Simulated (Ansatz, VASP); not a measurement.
Two plane-wave programs on HfB

```xyz
2
Lattice="0.0000 2.3991 2.3991 2.3991 0.0000 2.3991 2.3991 2.3991 0.0000" Properties=species:S:1:pos:R:3 pbc="T T T"
Hf    2.3991    2.3991    2.3991
B     0.0000    0.0000    0.0000
```

Alike in both runs: functional PBE; dispersion D3(BJ); k mesh 5 × 5 × 5; no spin polarisation.

Ansatz relaxed the structure, and its values are those at the end. VASP's run is a single point on that final structure, the one shown.

|  | VASP | Ansatz |
| --- | --- | --- |
| version | VASP 6.6.1 | Ansatz 0.2.0 |
| potentials or method | VASP PAW PBE potentials, release 64 (Hf_pv, B) | plane waves, PAW |
| plane-wave cutoff (eV) | 520 | 530 |
| occupations | methfessel-paxton of order 1, width 0.1 eV | cold |
| valence electrons in the cell | 13 | 29 |

|  | VASP | Ansatz | Ansatz less VASP |
| --- | --- | --- | --- |
| pressure (GPa) | 0.2 | 0.0 | -0.17 |
| dispersion energy (meV/atom) | -355.3 | -355.4 | -0.12 |

The two sets of potentials don't hold the same shells in valence.

Caveats: the k mesh is coarse (spacing up to 0.45 Å⁻¹), so the values aren't converged; pairwise dispersion overbinds metals, which lowers pressure and volume. The runs have no spin-orbit coupling, so splittings on Hf are missing.
